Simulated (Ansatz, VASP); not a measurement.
Given: the input of a run of VASP 6.6.1 on SnSe.

INCAR

```
PREC     = Accurate       # precision mode
ENCUT    = 520            # plane-wave cutoff, eV
EDIFF    = 1E-7           # SCF threshold, eV
ISMEAR   = -1             # smearing method
SIGMA    = 0.05           # smearing width, eV
LREAL    = False          # projectors in reciprocal space
LASPH    = True           # aspherical terms in the spheres
NELM     = 100            # most SCF steps
ALGO     = Normal         # electronic algorithm
ISIF     = 2              # what is computed and relaxed
LWAVE    = False          # write WAVECAR
LCHARG   = False          # write CHGCAR
GGA      = PE             # functional
NBANDS   = 17             # bands
```

File KPOINTS:

```
regular mesh
0
Gamma
  8 8 8
```

The input POSCAR:

```
SnSe
1.0
    0.0000000000      3.0299343558      3.0299343558
    3.0299343558      0.0000000000      3.0299343558
    3.0299343558      3.0299343558      0.0000000000
Sn Se
1 1
Direct
    0.0000000000      0.0000000000      0.0000000000
    0.5000000000      0.5000000000      0.5000000000
```

Potentials or basis: VASP PAW PBE potentials, release 64 (Sn_d, Se).

Command:

```sh
$ cat potpaw_PBE.64/Sn_d/POTCAR potpaw_PBE.64/Se/POTCAR > POTCAR
$ mpirun -np 1 vasp_std > vasp.out
```

Task: Translate it to Ansatz 0.2.0. Potentials there: Ansatz PAW.

Result: As run (the cutoff follows the program's own potentials):

The input input.yaml:

```yaml
crystal:
  lattice:
    - [0.0, 3.0299343558, 3.0299343558]
    - [3.0299343558, 0.0, 3.0299343558]
    - [3.0299343558, 3.0299343558, 0.0]
  atoms:
    - { symbol: Sn, position: [0.0, 0.0, 0.0] }
    - { symbol: Se, position: [0.5, 0.5, 0.5] }
hamiltonian:
  xc: pbe
  pseudopotentials: { kind: paw }
kpoints:
  mp_grid: { grid: [8, 8, 8] }
scf:
  occupations: { method: fermi_dirac, width: 0.05 }
output:
  forces: true
  stress: true
  eigenvalues: true
```

Potentials or basis: Ansatz PAW.

Command:

```console
$ ansatz run input.yaml --threads 1 --pin off --max-ram 3584MiB --backend cpu --events-out ev --progress --plain --runs-dir out
```

Both were run:

|  | VASP | Ansatz | Ansatz less VASP |
| --- | --- | --- | --- |
| gap on the k mesh at the Fermi level (eV) | 0.50 | 0.50 | -0.001 |
| least direct gap on the mesh (eV) | 0.50 | 0.50 | -0.001 |
| pressure (GPa) | -0.1 | -0.1 | +0.01 |

The functional is the same, so the differences come from potentials, cutoffs and numerics. The two sets of potentials don't hold the same shells in valence.

Caveats: spin-orbit coupling is left out, which moves the levels of the heavy elements. A k mesh can miss the band edges.
